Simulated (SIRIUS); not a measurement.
# MoS2 in SIRIUS: convergence with lmax of the potential

Input of the first run (lmax of the potential 2); the others differ in this setting and in those tied to it:

The input sirius.json:

```json
{
  "control": {
    "processing_unit": "cpu",
    "std_evp_solver_name": "lapack",
    "gen_evp_solver_name": "lapack",
    "verbosity": 2,
    "print_forces": true,
    "ortho_rf": true,
    "use_second_variation": true,
    "rmt_max": 3.0,
    "num_bands_to_print": 24,
    "save_wf": true
  },
  "parameters": {
    "electronic_structure_method": "full_potential_lapwlo",
    "xc_functionals": ["XC_GGA_X_PBE_SOL", "XC_GGA_C_PBE_SOL"],
    "core_relativity": "dirac",
    "valence_relativity": "iora",
    "num_fv_states": 31,
    "smearing": "fermi_dirac",
    "smearing_width": 0.0018374661,
    "pw_cutoff": 20,
    "gk_cutoff": 3.78,
    "lmax_apw": 10,
    "lmax_rho": 2,
    "lmax_pot": 2,
    "num_mag_dims": 0,
    "auto_rmt": 0,
    "ngridk": [10, 10, 10],
    "shiftk": [0, 0, 0],
    "num_dft_iter": 80,
    "energy_tol": 1e-07,
    "density_tol": 1e-05,
    "use_symmetry": true
  },
  "settings": {"tol_ne": 1e-10},
  "iterative_solver": {"type": "exact"},
  "mixer": {"type": "anderson", "beta": 0.5, "max_history": 8},
  "unit_cell": {
    "lattice_vectors": [
      [2.9857672769, 1.723833541, 11.6218156664],
      [-2.9857672769, 1.723833541, 11.6218156664],
      [0.0, -3.447667082, 11.6218156664]
    ],
    "atom_types": ["Mo", "S"],
    "atom_files": {"Mo": "Mo.json", "S": "S.json"},
    "atoms": {"Mo": [[0.0, 0.0, 0.0]], "S": [[0.417, 0.417, 0.417], [0.25, 0.25, 0.25]]}
  }
}
```

Mo.json

```json
{
  "name": "molybdenum",
  "symbol": "Mo",
  "number": 42,
  "mass": 95.96,
  "rmin": 1e-06,
  "rmt": 2.33,
  "nrmt": 800,
  "rinf": 17.03,
  "core": "1s2s2p3s3p3d",
  "valence": [
    {"basis": [{"enu": 0.08, "dme": 0, "n": 0, "auto": 0}, {"enu": 0.08, "dme": 1, "n": 0, "auto": 0}]},
    {"l": 0, "n": 1, "basis": [{"enu": 0.18, "dme": 0, "n": 0, "auto": 0}]},
    {"l": 1, "n": 2, "basis": [{"enu": 0.18, "dme": 0, "n": 0, "auto": 0}]},
    {"l": 2, "n": 3, "basis": [{"enu": 0.18, "dme": 0, "n": 0, "auto": 0}]},
    {"l": 3, "n": 4, "basis": [{"enu": 0.18, "dme": 0, "n": 0, "auto": 0}]}
  ],
  "lo": [
    {"l": 0, "basis": [{"enu": 0.18, "dme": 0, "n": 0, "auto": 0}, {"enu": 0.18, "dme": 1, "n": 0, "auto": 0}]},
    {
      "l": 0,
      "basis": [{"enu": -2.0359, "dme": 0, "n": 4, "auto": 1}, {"enu": -2.0359, "dme": 1, "n": 4, "auto": 1}]
    },
    {
      "l": 0,
      "basis": [{"enu": -2.0359, "dme": 1, "n": 4, "auto": 1}, {"enu": 0.18, "dme": 0, "n": 0, "auto": 0}]
    },
    {"l": 0, "basis": [{"enu": 0.18, "dme": 0, "n": 0, "auto": 0}, {"enu": 3.1272, "dme": 0, "n": 0, "auto": 0}]},
    {"l": 1, "basis": [{"enu": 0.18, "dme": 0, "n": 0, "auto": 0}, {"enu": 0.18, "dme": 1, "n": 0, "auto": 0}]},
    {
      "l": 1,
      "basis": [{"enu": -1.0913, "dme": 0, "n": 4, "auto": 1}, {"enu": -1.0913, "dme": 1, "n": 4, "auto": 1}]
    },
    {
      "l": 1,
      "basis": [{"enu": -1.0913, "dme": 1, "n": 4, "auto": 1}, {"enu": 0.18, "dme": 0, "n": 0, "auto": 0}]
    },
    {"l": 1, "basis": [{"enu": 0.18, "dme": 0, "n": 0, "auto": 0}, {"enu": 3.5693, "dme": 0, "n": 0, "auto": 0}]},
    {"l": 2, "basis": [{"enu": 0.18, "dme": 0, "n": 0, "auto": 0}, {"enu": 0.18, "dme": 1, "n": 0, "auto": 0}]},
    {"l": 2, "basis": [{"enu": 0.18, "dme": 1, "n": 0, "auto": 0}, {"enu": 0.18, "dme": 2, "n": 0, "auto": 0}]},
    {"l": 2, "basis": [{"enu": 0.18, "dme": 0, "n": 0, "auto": 0}, {"enu": 3.0535, "dme": 0, "n": 0, "auto": 0}]},
    {"l": 3, "basis": [{"enu": 0.18, "dme": 0, "n": 0, "auto": 0}, {"enu": 0.18, "dme": 1, "n": 0, "auto": 0}]},
    {"l": 3, "basis": [{"enu": 0.18, "dme": 0, "n": 0, "auto": 0}, {"enu": 3.3851, "dme": 0, "n": 0, "auto": 0}]}
  ],
  "free_atom": [... radial grid and density of the free atom, the start of the SCF ...]
}
```

File S.json:

```json
{
  "name": "sulphur",
  "symbol": "S",
  "number": 16,
  "mass": 32.065,
  "rmin": 1e-06,
  "rmt": 2.1,
  "nrmt": 800,
  "rinf": 13.52,
  "core": "1s",
  "valence": [
    {"basis": [{"enu": 0.08, "dme": 0, "n": 0, "auto": 0}, {"enu": 0.08, "dme": 1, "n": 0, "auto": 0}]},
    {"l": 0, "n": 1, "basis": [{"enu": 0.0434, "dme": 0, "n": 0, "auto": 0}]},
    {"l": 1, "n": 2, "basis": [{"enu": 0.18, "dme": 0, "n": 0, "auto": 0}]},
    {"l": 2, "n": 3, "basis": [{"enu": 0.18, "dme": 0, "n": 0, "auto": 0}]},
    {"l": 3, "n": 4, "basis": [{"enu": 0.18, "dme": 0, "n": 0, "auto": 0}]}
  ],
  "lo": [
    {
      "l": 0,
      "basis": [{"enu": 0.0434, "dme": 0, "n": 0, "auto": 0}, {"enu": 0.0434, "dme": 1, "n": 0, "auto": 0}]
    },
    {
      "l": 0,
      "basis": [{"enu": 0.0434, "dme": 1, "n": 0, "auto": 0}, {"enu": 0.0434, "dme": 2, "n": 0, "auto": 0}]
    },
    {
      "l": 0,
      "basis": [{"enu": -7.2963, "dme": 0, "n": 2, "auto": 1}, {"enu": -7.2963, "dme": 1, "n": 2, "auto": 1}]
    },
    {
      "l": 0,
      "basis": [{"enu": 0.0434, "dme": 0, "n": 0, "auto": 0}, {"enu": 2.7645, "dme": 0, "n": 0, "auto": 0}]
    },
    {"l": 1, "basis": [{"enu": 0.18, "dme": 0, "n": 0, "auto": 0}, {"enu": 0.18, "dme": 1, "n": 0, "auto": 0}]},
    {
      "l": 1,
      "basis": [{"enu": -5.3082, "dme": 0, "n": 2, "auto": 1}, {"enu": -5.3082, "dme": 1, "n": 2, "auto": 1}]
    },
    {
      "l": 1,
      "basis": [{"enu": -5.3082, "dme": 1, "n": 2, "auto": 1}, {"enu": 0.18, "dme": 0, "n": 0, "auto": 0}]
    },
    {"l": 1, "basis": [{"enu": 0.18, "dme": 0, "n": 0, "auto": 0}, {"enu": 4.3523, "dme": 0, "n": 0, "auto": 0}]},
    {"l": 2, "basis": [{"enu": 0.18, "dme": 0, "n": 0, "auto": 0}, {"enu": 0.18, "dme": 1, "n": 0, "auto": 0}]},
    {"l": 2, "basis": [{"enu": 0.18, "dme": 1, "n": 0, "auto": 0}, {"enu": 0.18, "dme": 2, "n": 0, "auto": 0}]},
    {"l": 2, "basis": [{"enu": 0.18, "dme": 0, "n": 0, "auto": 0}, {"enu": 3.7174, "dme": 0, "n": 0, "auto": 0}]},
    {"l": 3, "basis": [{"enu": 0.18, "dme": 0, "n": 0, "auto": 0}, {"enu": 0.18, "dme": 1, "n": 0, "auto": 0}]}
  ],
  "free_atom": [... radial grid and density of the free atom, the start of the SCF ...]
}
```

The input sirius_start.json:

```json
{
  "control": {
    "processing_unit": "cpu",
    "std_evp_solver_name": "lapack",
    "gen_evp_solver_name": "lapack",
    "verbosity": 1,
    "print_forces": false,
    "ortho_rf": true,
    "use_second_variation": true,
    "rmt_max": 3.0,
    "num_bands_to_print": 24,
    "save_wf": false
  },
  "parameters": {
    "electronic_structure_method": "full_potential_lapwlo",
    "xc_functionals": ["XC_LDA_X", "XC_LDA_C_PW"],
    "core_relativity": "dirac",
    "valence_relativity": "iora",
    "num_fv_states": 31,
    "smearing": "fermi_dirac",
    "smearing_width": 0.0055123983,
    "pw_cutoff": 20,
    "gk_cutoff": 3.02,
    "lmax_apw": 10,
    "lmax_rho": 2,
    "lmax_pot": 2,
    "num_mag_dims": 0,
    "auto_rmt": 0,
    "ngridk": [4, 4, 4],
    "shiftk": [0, 0, 0],
    "num_dft_iter": 30,
    "energy_tol": 0.01,
    "density_tol": 0.05,
    "use_symmetry": true
  },
  "settings": {"tol_ne": 1e-10},
  "iterative_solver": {"type": "exact"},
  "mixer": {"type": "anderson", "beta": 0.5, "max_history": 8},
  "unit_cell": {
    "lattice_vectors": [
      [2.9857672769, 1.723833541, 11.6218156664],
      [-2.9857672769, 1.723833541, 11.6218156664],
      [0.0, -3.447667082, 11.6218156664]
    ],
    "atom_types": ["Mo", "S"],
    "atom_files": {"Mo": "Mo.json", "S": "S.json"},
    "atoms": {"Mo": [[0.0, 0.0, 0.0]], "S": [[0.417, 0.417, 0.417], [0.25, 0.25, 0.25]]}
  }
}
```

Potentials or basis: all-electron FP-LAPW, apw+lo standard.

Run with:

```bash
$ OMP_NUM_THREADS=1 sirius.scf --input=sirius_start.json --output=start.json
$ OMP_NUM_THREADS=1 sirius.scf --input=sirius.json --output=output.json --task=1
```

Measurements of this composition are mostly on another form, of space group No. 194.

Hardware: 1 thread of Arm Neoverse V2, on a shared host.

```
lmax of the potential  energy less the tightest run, at zero smearing (meV/atom)  largest force (eV/Å)  gap on the mesh (eV)  SCF cycles  CPU time (s)  peak memory (GiB)
                    2                                                      93.72                 0.779                 0.909           9           250               0.84
                    3                                                      40.03                 0.454                 0.918           9           250               0.86
                    4                                                      18.03                 0.304                 0.893           9           240               0.87
                    6                                                      -0.49                 0.262                 0.911           9           280               0.92
                    8                                                      -0.09                 0.261                 0.912           9           260                  1
                   10                                                       0.00                 0.262                 0.912           9           290                1.1
```

Against the tightest run, the energy stays within 1 meV/atom from 6 on; the largest force stays within 0.005 eV/Å from 6 on; the gap on the mesh stays within 0.01 eV from 6 on. The tightest run that finished is the yardstick and may itself not be fully converged.
